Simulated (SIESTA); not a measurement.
Set up this calculation in SIESTA 5.4.2, as the native input.

| Quantity | Value |
| --- | --- |
| Task | band structure |
| Functional | PBE |
| Potentials or basis | PseudoDojo 0.4 standard (PBE files) |
| Basis | DZP (energy shift 0.003 Ry; two zetas on semicore shells) |
| Grid cutoff | 800 Ry |
| Energy shift | 0.003 Ry |
| k mesh | 7 × 7 × 7 |
| Occupations | fermi-dirac, width 0.05 eV |
| Spin | no spin polarisation |

Crystal: HgTe (Coloradoite).

```
CELL_PARAMETERS angstrom
0.00000 3.21450 3.18235
3.21450 0.00000 3.18235
3.21450 3.21450 0.00000
ATOMIC_POSITIONS crystal
Hg 0.00000 0.00000 0.00000
Te 0.75000 0.75000 0.75000
```

The cell isn't the ideal one: cell strained along z.

One way to write it, as run:

HgTe.fdf

```
SystemName                      Coloradoite
SystemLabel                     HgTe
NumberOfSpecies                 2
NumberOfAtoms                   2
%block ChemicalSpeciesLabel
  1  80 Hg
  2  52 Te
%endblock ChemicalSpeciesLabel

UseStructFile                   true

%block kgrid.MonkhorstPack
    7   0   0  0.0
    0   7   0  0.0
    0   0   7  0.0
%endblock kgrid.MonkhorstPack
XC.Functional                   GGA
XC.Authors                      PBE
PAO.BasisSize                   DZP
PAO.EnergyShift                 0.003 Ry
Mesh.Cutoff                     800 Ry
OccupationFunction              FD
ElectronicTemperature           0.05 eV
MaxSCFIterations                120
SCF.MustConverge                false
SCF.Mixer.Method                Pulay
SCF.Mixer.Weight                0.25
SCF.Mixer.History               8
SCF.DM.Tolerance                5.0e-05
SCF.H.Tolerance                 1.0e-03 eV
WriteForces                     true
Charge.Mulliken                 end
BandLinesScale                  ReciprocalLatticeVectors
%block BandLines
    1    0.000000   0.000000   0.000000  \Gamma
   11    0.000000   0.500000   0.500000  X
    6    0.255076   0.500000   0.755076  Y
    4    0.377538   0.377538   0.755076  S
   12    0.000000   0.000000   0.000000  \Gamma
   11   -0.500000  -0.500000   0.000000  Z
    4   -0.377538  -0.377538   0.244924  S1
    7    0.000000   0.000000   0.500000  N
    8   -0.250000   0.250000   0.500000  P
    8   -0.500000  -0.255076   0.244924  Y1
    5   -0.500000  -0.500000   0.000000  Z
    1    0.000000   0.500000   0.500000  X
    6   -0.250000   0.250000   0.500000  P
%endblock BandLines
%block PAO.Basis
  Hg 5
  n=5 0 2
    2.588 0.000
  n=6 0 2
    5.715 0.000
  n=5 1 2
    3.064 0.000
  n=6 1 1
    5.715
  n=5 2 2
    4.977 0.000
  Te 4
  n=5 0 2
    5.635 0.000
  n=5 1 2
    7.297 0.000
  n=4 2 2
    3.260 0.000
  n=5 2 1
    7.297
%endblock PAO.Basis
```

HgTe.STRUCT_IN

```
   0.0000000000     3.2145000000     3.1823550000
   3.2145000000     0.0000000000     3.1823550000
   3.2145000000     3.2145000000     0.0000000000
2
1  80    0.0000000000     0.0000000000     0.0000000000
2  52    0.7500000000     0.7500000000     0.7500000000
```

Potentials or basis: PseudoDojo 0.4 standard (PBE files), DZP (energy shift 0.003 Ry; two zetas on semicore shells).

Run with:

```bash
$ siesta < HgTe.fdf > HgTe.out 2>&1
```

It gave:

```json
{
 "Pressure": "5.9 GPa",
 "Band gap on the k mesh": "none (metal or under the smearing width)"
}
```

Caveat: short orbitals over semicore shells can move pressures by several GPa; the valence orbitals were made in a potential fitted to the semicore shell under them, which widens gaps by tenths of an eV or more; spin-orbit coupling is left out, which moves the levels of the heavy elements; the basis of atomic orbitals isn't converged, which shifts pressures, moduli and gaps.

It took 28 s on 1 thread of Arm Neoverse V1, on a shared host, peak memory 0.24 GiB.
